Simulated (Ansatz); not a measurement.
**O (defect cell): how the settings move a single-point run**

Question: which choices in the input matter for O (defect cell)?

Method: reference: DFT PBE, plane waves, PAW, scalar-relativistic, no spin polarisation, in Ansatz 0.2.0.

## 1. The structure to begin with

The structure is triclinic, space group P-1 (No. 2). The conventional cell has a = 3.385 Å, b = 3.386 Å, c = 3.442 Å, α = 118.99°, β = 119.07°, γ = 90.17°. O (site symmetry 1) has 5 O at 2.20 to 2.50 Å as nearest neighbours.

Structure file:

```
O
1.0
     0.00107    2.48799    2.37813
     2.39682   -0.01043    2.38963
     2.39911    2.50178   -0.01272
O
2
Direct
  0.25697 0.22557 0.32419
  0.68938 0.75507 0.76996
```

## 2. The reference run

Input file input.yaml:

```yaml
crystal:
  lattice:
    - [0.001072, 2.487986, 2.378135]
    - [2.396816, -0.010427, 2.389634]
    - [2.399109, 2.501778, -0.01272]
  atoms:
    - { symbol: O, position: [0.25697, 0.225567, 0.32419] }
    - { symbol: O, position: [0.689382, 0.75507, 0.76996] }
kpoints:
  mp_grid: { grid: [6, 6, 6], shift: [0.5, 0.0, 0.5] }
magnetization:
  spin_polarized: false
scf:
  occupations: { method: fermi_dirac }
hamiltonian:
  pseudopotentials: { kind: paw }
  xc: pbe
basis:
  ecutwfc: 420
output:
  forces: true
  stress: true
  eigenvalues: true
```

Launch:

```bash
$ ansatz run input.yaml --threads 1 --pin off --max-ram 2560MiB --backend cpu --events-out ev --progress --plain --runs-dir out
```

## 3. Changed: eigensolver.kind davidson, basis.precision f64

Changes to input.yaml since step 2:

```diff
@@ -14,2 +14,3 @@
   occupations: { method: fermi_dirac }
+  eigensolver: { kind: davidson }
 hamiltonian:
@@ -19,2 +20,3 @@
   ecutwfc: 420
+  precision: f64
 output:
@@ -23 +25,5 @@
   eigenvalues: true
+  write_density: true
+  write_potential: true
+  elf: true
+  volumetric_format: npy
```

## 4. Variant: mp_grid.grid [3, 3, 3], dispersion d3bj

Changes to input.yaml since step 2:

```diff
@@ -9,3 +9,3 @@
 kpoints:
-  mp_grid: { grid: [6, 6, 6], shift: [0.5, 0.0, 0.5] }
+  mp_grid: { grid: [3, 3, 3], shift: [0.5, 0.0, 0.5] }
 magnetization:
@@ -17,2 +17,3 @@
   xc: pbe
+  dispersion: d3bj
 basis:
```

## 5. Variant: n_extra_bands 2

Changes to input.yaml since step 2:

```diff
@@ -14,2 +14,3 @@
   occupations: { method: fermi_dirac }
+  n_extra_bands: 2
 hamiltonian:
```

## 6. Changed: starting moments, spin_polarized true

Changes to input.yaml since step 2:

```diff
@@ -6,4 +6,4 @@
   atoms:
-    - { symbol: O, position: [0.25697, 0.225567, 0.32419] }
-    - { symbol: O, position: [0.689382, 0.75507, 0.76996] }
+    - { symbol: O, position: [0.25697, 0.225567, 0.32419], spin: 0.2 }
+    - { symbol: O, position: [0.689382, 0.75507, 0.76996], spin: 0.2 }
 kpoints:
@@ -11,3 +11,3 @@
 magnetization:
-  spin_polarized: false
+  spin_polarized: true
 scf:
@@ -23 +23,5 @@
   eigenvalues: true
+  write_density: true
+  write_potential: true
+  elf: true
+  volumetric_format: npy
```

What does the calculation give? Wanted: for each run, ending; energy change; pressure; gap; abs. moment; force.

As calculated:

| run | ending | energy change | pressure (GPa) | gap (eV) | abs. moment (μB) | force (eV/Å) | cycles | time |
| --- | --- | --- | --- | --- | --- | --- | --- | --- |
| reference | converged | 0 | -22.8 | 0.00 | 0.00 | 1.20 | 6 | 3.1 s |
| 1: eigensolver.kind davidson, basis.precision f64 | converged | 0.0 meV/atom | -22.8 | 0.00 | 0.00 | 1.20 | 6 | 4.4 s |
| 2: mp_grid.grid [3, 3, 3], dispersion d3bj | converged | -48.5 meV/atom (offset of the dispersion model) | -23.2 | 0.00 | 0.00 | 1.61 | 6 | 0.76 s |
| 3: n_extra_bands 2 | converged | 0.0 meV/atom | -22.8 | 0.00 | 0.00 | 1.20 | 6 | 3.4 s |
| 4: starting moments, spin_polarized true | converged | -179.4 meV/atom | -1.3 | - | 3.96 | 0.22 | 36 | 24 s |

Times don't compare one to one where runs were asked for different outputs or read a saved state (see the inputs); cycles may leave out searches for a lower state.

Residual by cycle in the longest SCF loop of each run; runs are numbered as in the table. The quantity is the density residual dr2, in eV.

| cycle | reference | run 1 | run 2 | run 3 | run 4 |
| --- | --- | --- | --- | --- | --- |
| 1 | 0.00424 | 0.0044 | 0.0128 | 0.00439 | 0.146 |
| 4 | 3.0e-6 | 5.2e-6 | 5.7e-6 | 3.0e-6 | 6.5e-4 |
| 7 | - | - | - | - | 1.6e-4 |
| 11 | - | - | - | - | 0.00136 |
| 14 | - | - | - | - | 0.00573 |
| 17 | - | - | - | - | 0.0113 |
| 20 | - | - | - | - | 0.0156 |
| 23 | - | - | - | - | 0.0562 |
| 26 | - | - | - | - | 0.0777 |
| 30 | - | - | - | - | 3.3e-5 |
| 33 | - | - | - | - | 1.4e-6 |
| 36 | - | - | - | - | 5.1e-10 |

What this shows: Of the converged runs whose energies compare with the reference's, «starting moments, spin_polarized true» moves the energy most (-179.4 meV/atom). Semilocal functionals close small gaps, so the missing gap need not be the real solid's. The structure is not at rest: the sound run finds -23 GPa, so these are no properties of the relaxed crystal. 

The reference is no final answer either: its mesh is coarse for a cell with so small a gap or none; the structure is made up and not relaxed.
